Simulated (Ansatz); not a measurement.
TePt:

```xyz
2
Lattice="3.5592 0.0000 0.0000 0.0000 3.5592 0.0000 0.0000 0.0000 3.5592" Properties=species:S:1:pos:R:3 pbc="T T T"
Pt    0.0000    0.0000    0.0000
Te    1.7796    1.7796    1.7796
```

Measurements of this composition are mostly on another form, of space group No. 166.

| Property | Result |
| --- | --- |
| Program | Ansatz 0.2.0 |
| Task | relaxation of cell and atoms |
| Functional | r2SCAN |
| Dispersion | D3(BJ)-ATM |
| Potentials or basis | Ansatz PAW |
| Cutoff | 500 eV (not typed: the program's choice for these potentials) |
| k mesh | 8 × 8 × 8 |
| Occupations | fermi-dirac, width 0.05 eV |
| Spin | no spin polarisation |

At the start: volume 22.54 Å³/atom.

Question: Where does the relaxation end?

Answer: It ends after 6 steps and the volume is 19.89 Å³/atom (-11.8 %); space group Pm-3m (No. 221, to 0.05 Å).

The path:
```csv
step,energy change (eV),largest force (eV/Å),volume (Å³)
1,0.0000,0.0000,45.09
2,-0.2263,0.0000,38.81
3,-0.2359,0.0000,40.08
4,-0.2369,0.0000,39.80
5,-0.2370,0.0000,39.78
6,-0.2360,0.0000,39.78
```

Final structure:
```yaml
crystal:
  lattice:
    - [3.41377, 0.00000, 0.00000]
    - [0.00000, 3.41377, 0.00000]
    - [0.00000, 0.00000, 3.41377]
  atoms:
    - { symbol: Pt, position: [0.00000, 0.00000, 0.00000] }
    - { symbol: Te, position: [0.50000, 0.50000, 0.50000] }
```

Caveat: the plane-wave basis is chosen anew once the cell has moved, so the energies of steps on either side of that aren't comparable; pairwise dispersion overbinds metals, which lowers pressure and volume; the PAW data sets come from PBE, with cores solved anew for the run's functional, which leaves a small shift of forces and pressure.
